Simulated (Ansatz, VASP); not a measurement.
One calculation of Sb2Pt, two programs

Contents of INCAR:

```
SYSTEM = Sb2Pt
PREC = Accurate
ENCUT = 600
EDIFF = 1E-6
ISMEAR = 0
SIGMA = 0.1
LREAL = .FALSE.
LASPH = .TRUE.
NELM = 100
ALGO = Normal
ISIF = 3
LWAVE = .FALSE.
LCHARG = .FALSE.
GGA = PE
IBRION = 2
NSW = 70
EDIFFG = -0.02
```

File KPOINTS:

```
Automatic mesh
0
G
  6 6 6
  0 0 0
```

The input POSCAR:

```
Sb2Pt
1.0
    6.4997749300      0.0000000000      0.0000000000
    0.0000000000      6.4997749300      0.0000000000
    0.0000000000      0.0000000000      6.4997749300
Sb Pt
8 4
Direct
    0.3752527800      0.1247472200      0.8752527800
    0.1247472200      0.8752527800      0.3752527800
    0.8752527800      0.3752527800      0.1247472200
    0.6247472200      0.6247472200      0.6247472200
    0.3752527800      0.3752527800      0.3752527800
    0.1247472200      0.6247472200      0.8752527800
    0.8752527800      0.1247472200      0.6247472200
    0.6247472200      0.8752527800      0.1247472200
    0.0000000000      0.5000000000      0.5000000000
    0.5000000000      0.5000000000      0.0000000000
    0.5000000000      0.0000000000      0.5000000000
    0.0000000000      0.0000000000      0.0000000000
```

Input for Ansatz:

```yaml
crystal:
  lattice:
    - [6.49977493, 0.0, 0.0]
    - [0.0, 6.49977493, 0.0]
    - [0.0, 0.0, 6.49977493]
  atoms:
    - { symbol: Sb, position: [0.37525278, 0.12474722, 0.87525278] }
    - { symbol: Sb, position: [0.12474722, 0.87525278, 0.37525278] }
    - { symbol: Sb, position: [0.87525278, 0.37525278, 0.12474722] }
    - { symbol: Sb, position: [0.62474722, 0.62474722, 0.62474722] }
    - { symbol: Sb, position: [0.37525278, 0.37525278, 0.37525278] }
    - { symbol: Sb, position: [0.12474722, 0.62474722, 0.87525278] }
    - { symbol: Sb, position: [0.87525278, 0.12474722, 0.62474722] }
    - { symbol: Sb, position: [0.62474722, 0.87525278, 0.12474722] }
    - { symbol: Pt, position: [0.0, 0.5, 0.5] }
    - { symbol: Pt, position: [0.5, 0.5, 0.0] }
    - { symbol: Pt, position: [0.5, 0.0, 0.5] }
    - { symbol: Pt, position: [0.0, 0.0, 0.0] }
basis:
  ecutwfc: 420
kpoints:
  mp_grid: { grid: [6, 6, 6] }
hamiltonian:
  xc: pbe
scf:
  occupations: { method: gaussian, width: 0.1 }
output:
  forces: true
  stress: true
  eigenvalues: true
relax:
  adjacent_minimum: "off"
  f_tol: 0.02
  max_steps: 50
  cell: { stress_tol: 0.1 }
```

The cell is a database's computed one.

Alike in both runs: task relaxation of cell and atoms; functional PBE; k mesh 6 × 6 × 6; occupations gaussian, width 0.1 eV; no spin polarisation.

|  | VASP | Ansatz |
| --- | --- | --- |
| version | VASP 6.6.1 | Ansatz 0.2.0 |
| potentials or method | VASP PAW PBE potentials, release 64 (Sb, Pt) | scalar-relativistic, plane waves, PAW |
| plane-wave cutoff (eV) | 600 | 420 |
| valence electrons in the cell | 80 | 192 |

VASP gave:

```
gap on the k mesh at the Fermi level, each at its own relaxed structure (eV) : none
relaxed volume (Å³/atom)                                                     : 23.39
relaxed cell length with the largest relative difference (Å)                 : 6.547
energy change over the relaxation (meV/atom)                                 : -4
```

Q: What did Ansatz give for the same quantities?

A: gap on the k mesh at the Fermi level, each at its own relaxed structure (eV): none; relaxed volume (Å³/atom): 23.45; relaxed cell length with the largest relative difference (Å): 6.553; energy change over the relaxation (meV/atom): -5.

A gap of «none» marks a metal or a gap that the smearing closes. The two sets of potentials don't hold the same shells in valence.

Spin-orbit coupling is left out, which matters for the levels of Pt, Sb.
